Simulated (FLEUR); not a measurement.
# CoO (R3m) in FLEUR: notebook

The runs below take CoO through single point, with PBEsol+U.

Everything below comes from runs of FLEUR MaX-R8.1 (later development tree). Logs are shortened: lines on timing, memory, paths and dates and some standing lists are left out, and cuts for length are marked.

## Step 1: The structure

The structure is trigonal, space group R3m (No. 160). The conventional cell has a = 3.204 Å, b = 3.204 Å, c = 7.699 Å, α = 90.00°, β = 90.00°, γ = 120.00°. Co (site symmetry 3m) is surrounded by 4 O at 1.91 to 1.96 Å. O (site symmetry 3m) is surrounded by 4 Co at 1.91 to 1.96 Å.

Measurements of this composition are mostly on another form, of space group No. 225.

## Step 2: Single point, PBEsol+U, collinear spin, ferromagnetic start

Input file inp.xml:

```xml
<?xml version="1.0" encoding="UTF-8" standalone="no"?>
<fleurInput fleurInputVersion="0.39">
   <comment>
      CoO                                                                                                 
   </comment>
   <calculationSetup>
      <cutoffs Kmax="5.24" Gmax="16.2" GmaxXC="16.2" numbands="0"/>
      <scfLoop itmax="100" minDistance="0.0002" maxIterBroyd="50" imix="Anderson" alpha="0.05" precondParam="0.0" spinf="2.0" sdNocoIR="T"/>
      <coreElectrons ctail="T" frcor="F" kcrel="0" coretail_lmax="0"/>
      <xcFunctional name="PBEs" relativisticCorrections="F"/>
      <magnetism jspins="2"/>
      <soc l_soc="F" theta="0.0" phi="0.0" spav="F"/>
      <expertModes spex="0" secvar="F"/>
      <geometryOptimization l_f="F" forcealpha="1.0" forcemix="BFGS" epsdisp="0.00001" epsforce="0.00001"/>
      <ldaU l_linMix="F" mixParam="0.05" spinf="1.0"/>
   </calculationSetup>
   <cell>
      <bzIntegration valenceElectrons="23.0" mode="hist" fermiSmearingEnergy="0.00183747">
         <kPointListSelection listName="default-1"/>
         <!-- k-points included here -->
         <xi:include xmlns:xi="http://www.w3.org/2001/XInclude" href="kpts.xml"> </xi:include>
      </bzIntegration>
      <!-- symmetry operations included here -->
      <xi:include xmlns:xi="http://www.w3.org/2001/XInclude" href="sym.xml"> </xi:include>
      <bulkLattice scale="1.0">
         <bravaisMatrix>
            <row-1>    3.0277566922129662     1.7480761412776495     4.8499270894253312</row-1>
            <row-2>   -3.0277566922129662     1.7480761412776495     4.8499270894253312</row-2>
            <row-3>    0.0000000000000000    -3.4961522825552991     4.8499270894253312</row-3>
         </bravaisMatrix>
      </bulkLattice>
   </cell>
   <atomSpecies>
      <species name="Cobalt (Co2.000" element="Co" atomicNumber="27">
         <mtSphere radius="1.87" gridPoints="625" logIncrement="0.019"/>
         <atomicCutoffs lmax="8" lnonsphr="8"/>
         <electronConfig flipSpins="F">
            <coreConfig>(1s1/2) (2s1/2) (2p1/2) (2p3/2)</coreConfig>
            <valenceConfig>(3s1/2) (3p1/2) (3p3/2) (4s1/2) (3d3/2) (3d5/2)</valenceConfig>
            <stateOccupation state="(3d3/2)" spinUp="1.5" spinDown="1.3"/>
            <stateOccupation state="(3d5/2)" spinUp="3.0" spinDown="1.2"/>
         </electronConfig>
         <energyParameters s="4" p="4" d="3" f="4"/>
         <ldaU l="2" U="0.0" J="0.0" l_amf="F"/>
         <lo type="SCLO" l="0" n="3" eDeriv="0"/>
         <lo type="SCLO" l="1" n="3" eDeriv="0"/>
         <lo type="SCLO" l="1" n="3" eDeriv="1"/>
         <lo type="SCLO" l="3" n="4" eDeriv="2"/>
      </species>
      <species name="Oxygen (O)" element="O" atomicNumber="8">
         <mtSphere radius="1.43" gridPoints="481" logIncrement="0.022"/>
         <atomicCutoffs lmax="8" lnonsphr="8"/>
         <electronConfig flipSpins="F">
            <coreConfig>(1s1/2)</coreConfig>
            <valenceConfig>(2s1/2) (2p1/2) (2p3/2)</valenceConfig>
            <stateOccupation state="(2p1/2)" spinUp="0.666667" spinDown="0.666667"/>
            <stateOccupation state="(2p3/2)" spinUp="1.333333" spinDown="1.333333"/>
         </electronConfig>
         <energyParameters s="2" p="2" d="3" f="4"/>
         <lo type="SCLO" l="0" n="2" eDeriv="2"/>
         <lo type="SCLO" l="1" n="2" eDeriv="2"/>
         <lo type="SCLO" l="2" n="3" eDeriv="2"/>
      </species>
   </atomSpecies>
   <atomGroups>
      <atomGroup species="Cobalt (Co2.000">
         <relPos label="                   1">-.0010216800 -.0010216800 -.0010216800</relPos>
         <force calculate="T" relaxXYZ="TTT"/>
      </atomGroup>
      <atomGroup species="Oxygen (O)">
         <relPos label="                   2">-.2489789700 -.2489789700 -.2489789700</relPos>
         <force calculate="T" relaxXYZ="TTT"/>
      </atomGroup>
   </atomGroups>
   <output dos="F" band="F" slice="F">
      <checks vchk="F" cdinf="F"/>
      <bandDOS minEnergy="-.5*Htr" maxEnergy="0.5*Htr" sigma="0.015" storeEVData="T"/>
      <vacuumDOS vacdos="F" integ="F" star="F" nstars="0" locx1="0.0" locy1="0.0" locx2="0.0" locy2="0.0" nstm="0" tworkf="0.0"/>
      <unfoldingBand unfoldBand="F" supercellX="1" supercellY="1" supercellZ="1"/>
      <plotting iplot="0" polar="F">
         <plot TwoD="T" vec1="  1.0  0.0  0.0" vec2="  0.0  1.0  0.0" vec3="  0.0  0.0  1.0" zero="  0.0  0.0  0.0" file="plot"/>
      </plotting>
      <chargeDensitySlicing numkpt="0" minEigenval="0.0" maxEigenval="0.0" nnne="0" pallst="F"/>
      <specialOutput eonly="F"/>
      <moessbauerParams electricFieldGradient="T" isomerShift="T" coreHyperfine="T" valenceHyperfine="T"/>
      <magneticCircularDichroism mcd="F" energyLo="-10.0" energyUp="0.0"/>
   </output>
  <!-- We include the file relax.xml here to enable relaxations (see documentation) -->
  <xi:include xmlns:xi="http://www.w3.org/2001/XInclude" href="relax.xml"> <xi:fallback/> </xi:include>
</fleurInput>
```

Input file crystal.txt:

```
CoO
&input cartesian=F /
1.6022198417  0.9250420569  2.5664708903
-1.6022198417  0.9250420569  2.5664708903
0.0000000000  -1.8500841138  2.5664708903
1.8897261246
1.0 1.0 1.0

2
27 0.9989783200  0.9989783200  0.9989783200 : 2.000
8 0.7510210300  0.7510210300  0.7510210300

&kpt div1=8 div2=8 div3=8 gamma=T /
```

Potentials or basis: all-electron, FLAPW.

Run with:

```console
$ inpgen -f crystal.txt -profile fastHighL
$ # inp.xml edited to the form shown
$ fleur_MPI
```

Log:

```text
Welcome to FLEUR        (www.flapw.de)
      MaX-Release 8.1          (www.max-centre.eu)

 ========== k-point set info ==========
 Selected k-point list: default-1
 k-point list type: mesh
 8 x 8 x 8
 Number of k points: 65

 ------------Calculation Setup---------------------------
 Number of MPI-tasks      :            1
 Number of PE/node        :            1
 Number of OMP-threads    :            1
 Most efficient MPI parallelization for:
           1           5          13          65
 Additional eigenvalue parallelization possible
 Number of basis functions:          438
 Approximate size of matrices (H+S) per k-point:         0.006 GB
 --------------------------------------------------------
 no density matrix found ... skipping LDA+U
 Reset of history
 Iteration:     1   Distance:      21.16418439 me/bohr^3
 Iteration:     2   Distance:      18.72172914 me/bohr^3
 Iteration:     3   Distance:      16.93456603 me/bohr^3
 Iteration:     4   Distance:      13.74776635 me/bohr^3
 Iteration:     5   Distance:       8.13637792 me/bohr^3
 Iteration:     6   Distance:       7.99966289 me/bohr^3
 Iteration:     7   Distance:       4.27917161 me/bohr^3
 Iteration:     8   Distance:       5.37145369 me/bohr^3
 Iteration:     9   Distance:       1.19724828 me/bohr^3
 Iteration:    10   Distance:       1.19756025 me/bohr^3
 Iteration:    11   Distance:       1.63672726 me/bohr^3
 Iteration:    12   Distance:       0.61901099 me/bohr^3
 Iteration:    13   Distance:       0.66191021 me/bohr^3
 Iteration:    14   Distance:       0.20277281 me/bohr^3
 Iteration:    15   Distance:       0.08751646 me/bohr^3
 Iteration:    16   Distance:       0.05042174 me/bohr^3
 Iteration:    17   Distance:       0.08461496 me/bohr^3
 Iteration:    18   Distance:       0.02637483 me/bohr^3
 Iteration:    19   Distance:       0.00827870 me/bohr^3
 Iteration:    20   Distance:       0.03802002 me/bohr^3
 Iteration:    21   Distance:       0.01805737 me/bohr^3
 Iteration:    22   Distance:       0.00712794 me/bohr^3
 Iteration:    23   Distance:       0.00754318 me/bohr^3
 Iteration:    24   Distance:       0.00194699 me/bohr^3
 Iteration:    25   Distance:       0.00019679 me/bohr^3

 ********************************************************************
 Run finished successfully
 Stop message:
   all done
 ********************************************************************
```

Wall time 6 min (1 thread of Arm Neoverse V1, shared host); peak memory 0.11 GiB.

Results:

| Quantity | Value |
| --- | --- |
| Free energy | -39925.8090 eV |
| Band gap on the k mesh | none (metal or under the smearing width) |
| Net moment | 2.80 μB per cell |
| Site moments | Co +2.34; O +0.30 μB |
| Valence electrons inside the program's atomic spheres | Co 14.79; O 4.56 (radii Co 1.87, O 1.43 bohr) |

Eigenvalues of the final occupation matrices:
| site | spin | trace | eigenvalues |
| --- | --- | --- | --- |
| atom type 1 | 1 | 4.43 | 0.87 0.88 0.88 0.89 0.89 |
| atom type 1 | 2 | 2.13 | 0.25 0.25 0.28 0.67 0.67 |

Core levels (eV from the Fermi level):
| atom | levels |
| --- | --- |
| 1 Co | 1s1/2 -7576.7, 2s1/2 -891.1, 2p1/2 -772.3, 2p3/2 -757.5 |
| 2 O | 1s1/2 -505.3 |

Caveat: a cell with one magnetic atom can't hold antiferromagnetic order, which such compounds often take.

## Step 3: Single point, PBEsol+U, collinear spin, ferromagnetic start

Edit inp.xml of step 2 so:

```diff
@@ -43,3 +43,3 @@
          <energyParameters s="4" p="4" d="3" f="4"/>
-         <ldaU l="2" U="0.0" J="0.0" l_amf="F"/>
+         <ldaU l="2" U="2" J="0.0" l_amf="F"/>
          <lo type="SCLO" l="0" n="3" eDeriv="0"/>
```

crystal.txt is that of step 2.

Potentials or basis: all-electron, FLAPW.

Run with:

```console
$ inpgen -f crystal.txt -profile fastHighL
$ # inp.xml edited to the form shown
$ fleur_MPI
```

It took 6.4 min on 1 thread of Arm Neoverse V1, shared host; peak memory 0.12 GiB.

Results (log left out):

| Property | Result |
| --- | --- |
| Free energy | -39924.4942 eV |
| Band gap on the k mesh | none (metal or under the smearing width) |
| Net moment | 2.93 μB per cell |
| Site moments | Co +2.48; O +0.25 μB |
| Valence electrons inside the program's atomic spheres | Co 14.79; O 4.59 (radii Co 1.87, O 1.43 bohr) |

Levels at points of the mesh, in eV from the Fermi level:
Spin up:
```
           k point  band 10  band 11  band 12  band 13  band 14  band 15  band 16  band 17
(0.00, 0.00, 0.00)    -2.67     0.07     0.07     0.09     0.23    13.95    13.95    14.53
(0.00, 0.00, 0.50)    -2.68    -2.66    -0.72    -0.70     5.68     6.94    13.45    13.80
(0.00, 0.50, 0.50)    -2.39    -2.29    -2.14    -1.82     4.97    10.03    11.00    14.14
(0.50, 0.50, 0.50)    -2.70    -2.70    -0.85    -0.85     5.64     7.24    13.35    13.35
```
Spin down:
| k point | band 8 | band 9 | band 10 | band 11 | band 12 | band 13 |
| --- | --- | --- | --- | --- | --- | --- |
| (0.00, 0.00, 0.00) | -4.51 | -0.82 | -0.82 | 0.77 | 3.48 | 3.48 |
| (0.00, 0.00, 0.50) | -4.43 | -0.52 | -0.47 | 1.20 | 2.60 | 2.67 |
| (0.00, 0.50, 0.50) | -4.16 | -0.46 | -0.26 | -0.01 | 1.89 | 1.96 |
| (0.50, 0.50, 0.50) | -4.39 | -0.45 | -0.45 | 1.04 | 2.49 | 2.49 |

Eigenvalues of the final occupation matrices:
```tsv
site	spin	trace	eigenvalues
atom type 1	1	4.50	0.89 0.89 0.90 0.91 0.91
atom type 1	2	2.06	0.13 0.13 0.14 0.83 0.83
```

Core levels (eV from the Fermi level):
```
atom                                                   levels
1 Co  1s1/2 -7576.3, 2s1/2 -890.7, 2p1/2 -771.9, 2p3/2 -757.1
 2 O                                             1s1/2 -504.7
```

Caveat: a cell with one magnetic atom can't hold antiferromagnetic order, which such compounds often take. The state reached can hang on the start; a lower one may exist.

## Step 4: Single point, PBEsol+U, collinear spin, ferromagnetic start

Edit inp.xml of step 3 so:

```diff
@@ -43,3 +43,3 @@
          <energyParameters s="4" p="4" d="3" f="4"/>
-         <ldaU l="2" U="2" J="0.0" l_amf="F"/>
+         <ldaU l="2" U="3" J="0.0" l_amf="F"/>
          <lo type="SCLO" l="0" n="3" eDeriv="0"/>
```

crystal.txt is that of step 3.

Run with:

```console
$ inpgen -f crystal.txt -profile fastHighL
$ # inp.xml edited to the form shown
$ fleur_MPI
```

Run time: 6.8 min. Hardware: 1 thread of Arm Neoverse V1, shared host; peak memory 0.12 GiB.

The run converged. Its results:

* Free energy: -39923.9886 eV
* Band gap on the k mesh: 0.14 eV, direct
* Net moment: 3.00 μB per cell
* Site moments: Co +2.55; O +0.22 μB
* Valence electrons inside the program's atomic spheres: Co 14.79; O 4.60 (radii Co 1.87, O 1.43 bohr)

Levels at points of the mesh, in eV from the valence-band top:
Spin up:
| k point | band 10 | band 11 | band 12 | band 13 | band 14 | band 15 | band 16 | band 17 |
| --- | --- | --- | --- | --- | --- | --- | --- | --- |
| (0.00, 0.00, 0.00) | -3.03 | -0.08 | -0.08 | 0.00 | 0.14 | 13.92 | 13.92 | 14.50 |
| (0.00, 0.00, 0.50) | -3.05 | -3.03 | -0.87 | -0.86 | 5.66 | 6.93 | 13.38 | 13.73 |
| (0.00, 0.50, 0.50) | -2.74 | -2.57 | -2.40 | -2.07 | 4.84 | 10.05 | 10.93 | 14.14 |
| (0.50, 0.50, 0.50) | -3.09 | -3.09 | -1.00 | -1.00 | 5.61 | 7.22 | 13.28 | 13.28 |
Spin down:
```
           k point  band 6  band 7  band 8  band 9  band 10  band 11  band 12  band 13  band 14  band 15
(0.00, 0.00, 0.00)   -4.39   -4.35   -4.35   -1.17    -1.17     0.81     3.90     3.90     4.01    14.47
(0.00, 0.00, 0.50)   -6.26   -4.36   -4.33   -0.82    -0.76     1.64     3.02     3.09     6.26     8.12
(0.00, 0.50, 0.50)   -6.44   -4.07   -4.07   -0.83    -0.49     0.27     2.37     2.43     6.85    10.74
(0.50, 0.50, 0.50)   -6.22   -4.32   -4.32   -0.73    -0.73     1.48     2.91     2.91     6.21     8.51
```

Eigenvalues of the final occupation matrices:
```
       site  spin  trace               eigenvalues
atom type 1     1   4.53  0.90 0.90 0.91 0.91 0.91
atom type 1     2   2.02  0.10 0.10 0.11 0.86 0.86
```

Core levels (eV from the Fermi level):
| atom | levels |
| --- | --- |
| 1 Co | 1s1/2 -7576.3, 2s1/2 -890.8, 2p1/2 -771.9, 2p3/2 -757.1 |
| 2 O | 1s1/2 -504.5 |

Caveat: a cell with one magnetic atom can't hold antiferromagnetic order, which such compounds often take.

## Step 5: Single point, PBEsol+U, collinear spin, ferromagnetic start

Edit inp.xml of step 4 so:

```diff
@@ -43,3 +43,3 @@
          <energyParameters s="4" p="4" d="3" f="4"/>
-         <ldaU l="2" U="3" J="0.0" l_amf="F"/>
+         <ldaU l="2" U="4" J="0.0" l_amf="F"/>
          <lo type="SCLO" l="0" n="3" eDeriv="0"/>
```

crystal.txt is that of step 4.

Potentials or basis: all-electron, FLAPW.

Run with:

```console
$ inpgen -f crystal.txt -profile fastHighL
$ # inp.xml edited to the form shown
$ fleur_MPI
```

Log:

```text
Welcome to FLEUR        (www.flapw.de)
      MaX-Release 8.1          (www.max-centre.eu)

 ========== k-point set info ==========
 Selected k-point list: default-1
 k-point list type: mesh
 8 x 8 x 8
 Number of k points: 65

 ------------Calculation Setup---------------------------
 Number of MPI-tasks      :            1
 Number of PE/node        :            1
 Number of OMP-threads    :            1
 Most efficient MPI parallelization for:
           1           5          13          65
 Additional eigenvalue parallelization possible
 Number of basis functions:          438
 Approximate size of matrices (H+S) per k-point:         0.006 GB
 --------------------------------------------------------
 no density matrix found ... skipping LDA+U
 Reset of history
 Iteration:     1   Distance:      21.16418439 me/bohr^3
 Iteration:     2   Distance:      32.84650442 me/bohr^3
 Iteration:     3   Distance:      31.23369506 me/bohr^3
 Iteration:     4   Distance:      19.90944391 me/bohr^3
 Iteration:     5   Distance:      19.84828284 me/bohr^3
 Iteration:     6   Distance:      12.24137447 me/bohr^3
 Iteration:     7   Distance:       8.24046637 me/bohr^3
 Iteration:     8   Distance:       5.89188896 me/bohr^3
 Iteration:     9   Distance:       5.10067205 me/bohr^3
 Iteration:    10   Distance:       3.55752899 me/bohr^3
[... 8 lines left out ...]
 Iteration:    19   Distance:       0.07603080 me/bohr^3
 Iteration:    20   Distance:       0.06467051 me/bohr^3
 Iteration:    21   Distance:       0.03269571 me/bohr^3
 Iteration:    22   Distance:       0.00383963 me/bohr^3
 Iteration:    23   Distance:       0.00865695 me/bohr^3
 Iteration:    24   Distance:       0.00166730 me/bohr^3
 Iteration:    25   Distance:       0.00130298 me/bohr^3
 Iteration:    26   Distance:       0.00071822 me/bohr^3
 Iteration:    27   Distance:       0.00037202 me/bohr^3
 Iteration:    28   Distance:       0.00006574 me/bohr^3

 ********************************************************************
 Run finished successfully
 Stop message:
   all done
 ********************************************************************
```

Run time: 6.6 min. Hardware: 1 thread of Arm Neoverse V1, shared host; peak memory 0.12 GiB.

Results:

```
Free energy                                           : -39923.5294 eV
Band gap on the k mesh                                : 0.23 eV, direct
Net moment                                            : 3.00 μB per cell
Site moments                                          : Co +2.58; O +0.20 μB
Valence electrons inside the program's atomic spheres : Co 14.79; O 4.61 (radii Co 1.87, O 1.43 bohr)
```

Levels at points of the mesh, in eV from the valence-band top:
Spin up:
```tsv
k point	band 11	band 12	band 13	band 14	band 15	band 16
(0.00, 0.00, 0.00)	-0.10	-0.10	0.00	0.23	14.02	14.02
(0.00, 0.00, 0.50)	-3.28	-0.89	-0.88	5.76	7.05	13.46
(0.00, 0.50, 0.50)	-2.67	-2.48	-2.21	4.88	10.19	10.99
(0.50, 0.50, 0.50)	-3.34	-1.02	-1.02	5.71	7.33	13.35
```
Spin down:
| k point | band 7 | band 8 | band 9 | band 10 | band 11 | band 12 | band 13 | band 14 |
| --- | --- | --- | --- | --- | --- | --- | --- | --- |
| (0.00, 0.00, 0.00) | -4.13 | -4.13 | -1.40 | -1.40 | 0.92 | 4.38 | 4.38 | 4.50 |
| (0.00, 0.00, 0.50) | -4.22 | -4.18 | -0.99 | -0.91 | 2.14 | 3.52 | 3.58 | 6.37 |
| (0.00, 0.50, 0.50) | -3.91 | -3.91 | -1.07 | -0.64 | 0.64 | 2.92 | 2.98 | 7.15 |
| (0.50, 0.50, 0.50) | -4.19 | -4.19 | -0.89 | -0.89 | 1.96 | 3.41 | 3.41 | 6.33 |

Eigenvalues of the final occupation matrices:
| site | spin | trace | eigenvalues |
| --- | --- | --- | --- |
| atom type 1 | 1 | 4.54 | 0.90 0.90 0.91 0.92 0.92 |
| atom type 1 | 2 | 2.00 | 0.09 0.09 0.09 0.87 0.87 |

Core levels (eV from the Fermi level):
```csv
atom,levels
1 Co,"1s1/2 -7576.2, 2s1/2 -890.7, 2p1/2 -771.8, 2p3/2 -757.0"
2 O,1s1/2 -504.3
```

Caveat: a cell with one magnetic atom can't hold antiferromagnetic order, which such compounds often take. A k mesh can miss the band edges.

(Part 1 of 2 ends here.)
